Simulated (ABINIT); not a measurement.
# BaTiO3 (P1) in ABINIT: convergence with cutoff

Aim: find how far cutoff must go before the results for BaTiO3 settle, at PBE. This setting moves, with any that are tied to it; all else stays.

Program: ABINIT 10.8.3 (patched build). These are calculated values, not measurements. Logs are shortened: lines on timing, memory, paths and dates and some standing lists are left out, and cuts for length are marked. The log counts tension as positive stress, the text compression.

**1. The cell of the first run**

The typed cell holds 10 atoms: a = 4.004 Å, b = 5.655 Å, c = 5.670 Å, α = 90.00°, β = 90.21°, γ = 90.00°.

The cell isn't the ideal one: atoms moved at random, drawn with an rms of 0.05 Å.

**2. With cutoff 9 Ha**

Input file run.abi:

```
# Pseudopotentials
pp_dirpath "./"
pseudos "Ba.GGA_PBE-JTH.xml, Ti.GGA_PBE-JTH.xml, O.GGA_PBE-JTH.xml"

# Structure
acell 3*1.0
rprim
    -5.3435183937    -3.0850817767    -4.3798779733
     5.3435183937    -9.2552453490     0.0000000000
    -5.3435183937    -3.0850817767     8.7597559466
ntypat 3
znucl 56 22 8
natom 10
typat 1 1 2 2 3 3 3 3 3 3
xred
     0.0157080000     0.9950090000     0.9767550000
     0.9805140000     0.5104120000     0.5270200000
     0.5048710000     0.9932950000     0.5034110000
     0.4522400000     0.5167260000     0.0243560000
     0.5356420000     0.2293990000     0.7280490000
     0.4861940000     0.7611750000     0.2409950000
     0.4701480000     0.7536270000     0.7418890000
     0.5350490000     0.2612730000     0.2389450000
     0.9908310000     0.0226660000     0.4824480000
     0.0516040000     0.4658630000     0.0048450000
chkprim 0
chksymtnons 0
tolsym 1.0e-6

# Plane-wave basis
ecut 9.0
pawecutdg 58.8
pawxcdev 0
pawovlp 30

# k points
kptopt 1
ngkpt 4 3 3
nshiftk 1
shiftk 0.0 0.0 0.0

# Exchange and correlation
ixc 11

# Bands and occupations
nband 48
occopt 3
tsmear 0.1 eV

# SCF cycle
nstep 100
tolvrs 1.0e-9

# Output
iomode 3
prtwf 0
prtden 0
prteig 0
prtebands 0
enunit 2
```

Potentials or basis: JTH PAW PBE v2.0.

Started as:

```console
$ mpirun --bind-to none -np 4 abinit run.abi > log 2>&1
```

run.abo:

```text
.Version 10.8.3 of ABINIT
 Symmetries : space group P1 (#  1); Bravais aP (primitive triclinic)
================================================================================
 Values of the parameters that define the memory need of the present run
     intxc =       0    ionmov =       0      iscf =      17    lmnmax =      18
     lnmax =       6     mgfft =      30  mpssoang =       3    mqgrid =    3699
     natom =      10  nloc_mem =       2    nspden =       1   nspinor =       1
    nsppol =       1      nsym =       1    n1xccc =       1    ntypat =       3
    occopt =       3   xclevel =       2
       mpw =        1128          nfft =       21600          nkpt =          19
Pmy_natom=         3
 PAW method is used; the additional fine FFT grid is defined by:
   mgfftf=        75    nfftf =    303750
================================================================================
================================================================================

--------------------------------------------------------------------------------
------------- Echo of variables that govern the present computation ------------
--------------------------------------------------------------------------------
 -outvars: echo values of preprocessed input variables --------
            acell      1.0000000000E+00  1.0000000000E+00  1.0000000000E+00 Bohr
              amu      1.37327000E+02  4.78800000E+01  1.59994000E+01
          chkprim           0
      chksymtnons           0
             ecut      9.00000000E+00 Hartree
           enunit           2
              ixc          11
         kptrlatt        4    0    0      0    3    0      0    0    3
          kptrlen      3.02666151E+01
            natom          10
            nband          48
            ngfft          24      30      30
          ngfftdg          54      75      75
             nkpt          19
            nstep         100
             nsym           1
           ntypat           3
           occopt           3
        pawecutdg      5.88000000E+01 Hartree
          pawovlp      3.0000000000E+01
         pawxcdev           0
           prtden           0
        prtebands           0
           prteig           0
            prtwf           0
            rprim     -5.3435183937E+00 -3.0850817767E+00 -4.3798779733E+00
                       5.3435183937E+00 -9.2552453490E+00  0.0000000000E+00
                      -5.3435183937E+00 -3.0850817767E+00  8.7597559466E+00
          spgroup           1
           tolsym      1.00000000E-06
           tolvrs      1.00000000E-09
           tsmear      3.67493222E-03 Hartree
            typat      1  1  2  2  3  3  3  3  3  3
           useylm           1
           xangst      7.1992431304E-03 -6.4934710732E+00  4.4913049463E+00
                      -2.8195301291E+00 -4.9609590679E+00  1.7041353424E-01
                      -4.2378262685E-02 -6.5109018626E+00  1.1633876986E+00
                       1.1347432318E-01 -3.3088199697E+00 -9.3526960049E-01
                      -2.9246345545E+00 -3.1865644554E+00  2.1333699654E+00
                       9.6101130020E-02 -4.9151561082E+00 -9.7437436819E-03
                      -1.2962313603E+00 -5.6697295450E+00  2.3493222903E+00
                      -1.4498048457E+00 -2.5432153564E+00 -1.3247922101E-01
[... 277 lines left out ...]
--- !EnergyTerms
iteration_state     : {dtset: 1, }
comment             : Components of total free energy in Hartree
kinetic             :  8.12834952080173E+01
hartree             :  5.94611780863387E+01
xc                  : -4.45097313084130E+01
Ewald energy        : -2.05145018353365E+02
psp_core            :  1.86432591583437E+01
local_psp           : -1.80778652290174E+02
PAW spherical_terms :  5.93534343774572E+00
internal            : -2.65110126061507E+02
'-kT*entropy'       : -2.46550302482312E-07
total_energy        : -2.65110126308058E+02
total_energy_eV     : -7.21401404468936E+03
...

--- !EnergyTermsDC
iteration_state     : {dtset: 1, }
comment             : '"Double-counting" decomposition of free energy'
band_energy         : -2.86253712304230E+01
Ewald energy        : -2.05145018353365E+02
psp_core            :  1.86432591583437E+01
xc_dc               : -5.58133461977550E+01
PAW spherical_terms :  5.83035340796226E+00
internal            : -2.65110123215237E+02
'-kT*entropy'       : -2.46550302482312E-07
total_energy_dc     : -2.65110123461788E+02
total_energy_dc_eV  : -7.21401396723841E+03
...

--- !EnergyTermsWithPAWCore
iteration_state     : {dtset: 1, }
comment             : 'Components of total free energy, including PAW core contributions'
Total energy        : -1.84297123388387E+04
Total energy DC     : -1.84297123359924E+04
Total energy (eV)   : -5.01498020854461E+05
Total energy DC (eV): -5.01498020777010E+05
...

 Cartesian components of stress tensor (hartree/bohr^3)
  sigma(1 1)=  4.25903678E-03  sigma(3 2)=  1.98211533E-05
  sigma(2 2)=  4.25545862E-03  sigma(3 1)= -1.42859979E-04
  sigma(3 3)=  4.30438893E-03  sigma(2 1)= -1.07426576E-04

-Cartesian components of stress tensor (GPa)         [Pressure= -1.2571E+02 GPa]
- sigma(1 1)=  1.25305188E+02  sigma(3 2)=  5.83158464E-01
- sigma(2 2)=  1.25199915E+02  sigma(3 1)= -4.20308568E+00
- sigma(3 3)=  1.26639494E+02  sigma(2 1)= -3.16059898E+00

== END DATASET(S) ==============================================================
================================================================================

 -outvars: echo values of variables after computation  --------
            acell      1.0000000000E+00  1.0000000000E+00  1.0000000000E+00 Bohr
           etotal     -2.6511012346E+02
            fcart      8.7288303049E-03 -1.7953235358E-02  2.4830651206E-02
                       3.1154165549E-05  2.1687905495E-02 -1.8435186321E-02
                       2.1772332750E-02 -2.9228315050E-02 -1.0950063439E-02
                      -1.0696419155E-01 -2.8103938619E-02 -5.9390601649E-02
                       1.6554217612E-02 -1.1978671344E-02  2.4301922792E-02
                      -6.8667976175E-03 -5.0523854449E-03  2.3377671820E-03
                      -1.7150159443E-02  4.1340360589E-03 -8.9774863883E-03
                       1.6938234841E-02  1.0212312190E-03  2.0423267310E-04
                      -2.5301333318E-02  1.7583099233E-02 -9.3848010333E-03
                       9.2257712256E-02  4.7890273809E-02  5.5463564977E-02
            rprim     -5.3435183937E+00 -3.0850817767E+00 -4.3798779733E+00
                       5.3435183937E+00 -9.2552453490E+00  0.0000000000E+00
                      -5.3435183937E+00 -3.0850817767E+00  8.7597559466E+00
           strten      4.2590367789E-03  4.2554586234E-03  4.3043889274E-03
                       1.9821153306E-05 -1.4285997864E-04 -1.0742657567E-04
           xangst      7.1992431304E-03 -6.4934710732E+00  4.4913049463E+00
                      -2.8195301291E+00 -4.9609590679E+00  1.7041353424E-01
                      -4.2378262685E-02 -6.5109018626E+00  1.1633876986E+00
                       1.1347432318E-01 -3.3088199697E+00 -9.3526960049E-01
                      -2.9246345545E+00 -3.1865644554E+00  2.1333699654E+00
                       9.6101130020E-02 -4.9151561082E+00 -9.7437436819E-03
                      -1.2962313603E+00 -5.6697295450E+00  2.3493222903E+00
                      -1.4498048457E+00 -2.5432153564E+00 -1.3247922101E-01
                      -4.1018521898E+00 -2.5162194250E+00 -6.0110369265E-02
                       1.1576869313E+00 -2.3737969665E+00 -9.7145402636E-02
             xred      1.5708000000E-02  9.9500900000E-01  9.7675500000E-01
                       9.8051400000E-01  5.1041200000E-01  5.2702000000E-01
                       5.0487100000E-01  9.9329500000E-01  5.0341100000E-01
                       4.5224000000E-01  5.1672600000E-01  2.4356000000E-02
                       5.3564200000E-01  2.2939900000E-01  7.2804900000E-01
                       4.8619400000E-01  7.6117500000E-01  2.4099500000E-01
                       4.7014800000E-01  7.5362700000E-01  7.4188900000E-01
                       5.3504900000E-01  2.6127300000E-01  2.3894500000E-01
                       9.9083100000E-01  2.2666000000E-02  4.8244800000E-01
                       5.1604000000E-02  4.6586300000E-01  4.8450000000E-03
 Calculation completed.
```

Run time: 30 s. Hardware: 4 MPI ranks of Arm Neoverse V1, shared host; peak memory 0.64 GiB.

Results:

```yaml
Free_energy: -7214.0140 eV
Largest_force: 6.455 eV/Å
Band_gap_on_the_k_mesh: 2.32 eV, indirect (least direct gap 2.42 eV)
```

**3. With cutoff 11.5 Ha**

Edit run.abi of step 2 so:

```diff
@@ -30,3 +30,3 @@
 # Plane-wave basis
-ecut 9.0
+ecut 11.5
 pawecutdg 58.8
```

Potentials or basis: JTH PAW PBE v2.0.

Started as:

```console
$ mpirun --bind-to none -np 4 abinit run.abi > log 2>&1
```

It took 41 s on 4 MPI ranks of Arm Neoverse V1, shared host; peak memory 0.68 GiB.

The run converged. Its results:

| Quantity | Value |
| --- | --- |
| Free energy | -7240.8346 eV |
| Largest force | 5.488 eV/Å |
| Band gap on the k mesh | 2.32 eV, indirect (least direct gap 2.37 eV) |

**4. With cutoff 14 Ha**

Edit run.abi of step 3 so:

```diff
@@ -30,3 +30,3 @@
 # Plane-wave basis
-ecut 11.5
+ecut 14.0
 pawecutdg 58.8
```

Started as:

```console
$ mpirun --bind-to none -np 4 abinit run.abi > log 2>&1
```

Wall time 53 s (4 MPI ranks of Arm Neoverse V1, shared host); peak memory 0.68 GiB.

The run converged. Its results:

| Quantity | Value |
| --- | --- |
| Free energy | -7248.7119 eV |
| Largest force | 5.476 eV/Å |
| Band gap on the k mesh | 2.31 eV, indirect (least direct gap 2.46 eV) |

**5. With cutoff 16 Ha**

Edit run.abi of step 4 so:

```diff
@@ -30,3 +30,3 @@
 # Plane-wave basis
-ecut 14.0
+ecut 16.0
 pawecutdg 58.8
```

Started as:

```console
$ mpirun --bind-to none -np 4 abinit run.abi > log 2>&1
```

Wall time 65 s (4 MPI ranks of Arm Neoverse V1, shared host); peak memory 0.72 GiB.

It converged, with:

- Free energy: -7250.4759 eV
- Largest force: 5.480 eV/Å
- Band gap on the k mesh: 2.30 eV, indirect (least direct gap 2.46 eV)

**6. With cutoff 19.5 Ha**

Edit run.abi of step 5 so:

```diff
@@ -30,3 +30,3 @@
 # Plane-wave basis
-ecut 16.0
+ecut 19.5
 pawecutdg 58.8
```

Potentials or basis: JTH PAW PBE v2.0.

Started as:

```console
$ mpirun --bind-to none -np 4 abinit run.abi > log 2>&1
```

It took 86 s on 4 MPI ranks of Arm Neoverse V1, shared host; peak memory 0.72 GiB.

Results (log left out):

- Free energy: -7251.0294 eV
- Pressure: 12.1 GPa
- Largest force: 5.483 eV/Å
- Band gap on the k mesh: 2.30 eV, indirect (least direct gap 2.46 eV)

**7. With cutoff 23 Ha**

Edit run.abi of step 6 so:

```diff
@@ -30,3 +30,3 @@
 # Plane-wave basis
-ecut 19.5
+ecut 23.0
 pawecutdg 58.8
```

Started as:

```console
$ mpirun --bind-to none -np 4 abinit run.abi > log 2>&1
```

Wall time 1.8 min (4 MPI ranks of Arm Neoverse V1, shared host); peak memory 0.76 GiB.

Results (log left out):

| Property | Result |
| --- | --- |
| Free energy | -7251.0501 eV |
| Pressure | 12.3 GPa |
| Largest force | 5.483 eV/Å |
| Band gap on the k mesh | 2.30 eV, indirect (least direct gap 2.46 eV) |

**8. With cutoff 26.5 Ha**

Edit run.abi of step 7 so:

```diff
@@ -30,3 +30,3 @@
 # Plane-wave basis
-ecut 23.0
+ecut 26.5
 pawecutdg 58.8
```

Started as:

```console
$ mpirun --bind-to none -np 4 abinit run.abi > log 2>&1
```

Wall time 2.1 min (4 MPI ranks of Arm Neoverse V1, shared host); peak memory 0.8 GiB.

It converged, with:

```
Free energy            : -7251.1102 eV
Pressure               : 11.9 GPa
Largest force          : 5.482 eV/Å
Band gap on the k mesh : 2.30 eV, indirect (least direct gap 2.46 eV)
```

**9. With cutoff 31 Ha**

Edit run.abi of step 8 so:

```diff
@@ -30,3 +30,3 @@
 # Plane-wave basis
-ecut 26.5
+ecut 31.0
 pawecutdg 58.8
```

Potentials or basis: JTH PAW PBE v2.0.

Started as:

```console
$ mpirun --bind-to none -np 4 abinit run.abi > log 2>&1
```

It took 2.7 min on 4 MPI ranks of Arm Neoverse V1, shared host; peak memory 0.84 GiB.

It converged, with:

- Free energy: -7251.2002 eV
- Pressure: 12.0 GPa
- Largest force: 5.484 eV/Å
- Band gap on the k mesh: 2.30 eV, indirect (least direct gap 2.46 eV)

**10. With cutoff 37 Ha**

Edit run.abi of step 9 so:

```diff
@@ -30,3 +30,3 @@
 # Plane-wave basis
-ecut 31.0
+ecut 37.0
 pawecutdg 58.8
```

Started as:

```console
$ mpirun --bind-to none -np 4 abinit run.abi > log 2>&1
```

Wall time 3.4 min (4 MPI ranks of Arm Neoverse V1, shared host); peak memory 0.92 GiB.

The run converged. Its results:

- Free energy: -7251.2437 eV
- Pressure: 12.4 GPa
- Largest force: 5.482 eV/Å
- Band gap on the k mesh: 2.30 eV, indirect (least direct gap 2.46 eV)

**11. Summary**

```csv
cutoff,"energy less the tightest run, at zero smearing (meV/atom)",largest force (eV/Å),gap on the mesh (eV),SCF cycles,CPU time (s)
9 Ha,3722.97,6.455,2.318,18,120
11.5 Ha,1040.90,5.488,2.316,19,160
14 Ha,253.18,5.476,2.308,19,210
16 Ha,76.77,5.480,2.305,20,260
19.5 Ha,21.42,5.483,2.304,20,340
23 Ha,19.35,5.483,2.304,20,430
26.5 Ha,13.35,5.482,2.305,19,490
31 Ha,4.34,5.484,2.305,20,660
37 Ha,0.00,5.482,2.305,19,810
```

Against the tightest run, the largest force stays within 0.005 eV/Å from 16 Ha on; the gap on the mesh stays within 0.01 eV from 14 Ha on. Not settled before the last step: the energy (to 1 meV/atom). The tightest run that finished is the yardstick and may itself not be fully converged.

Caveats: this set's barium file shifts pressures by 1.5 GPa and gaps by 0.1 eV against other sets; the atomic spheres overlap; spin-orbit coupling is left out, which moves the levels of the heavy elements; an odd mesh through Γ misses points on the zone boundary, where band edges often lie.
